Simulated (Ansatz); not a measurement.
BeO:
```
BeO
1.0
    2.68559     0.00000     0.00000
   -1.34280     2.32579     0.00000
    0.00000     0.00000     4.35919
Be O
2 2
Cartesian
  0.00000   1.55053   4.35841
  1.34280   0.77526   2.17881
  0.00000   1.55053   1.64637
  1.34280   0.77526   3.82597
```

Relaxed with HSE06.

Q: Give the Bader charges and basin volumes of the independent atoms, DFT-HSE06 in the program Ansatz with PAW potentials.

A: 

```csv
atom,Bader charge (e),Bader volume (Å³)
Be1,+1.75,1.4
O3,-1.75,12.2
```

Space group P6_3mc (wurtzite). The HSE06 relaxation kept the symmetry of its start.

Potentials: the earlier of the program's two PAW sets.
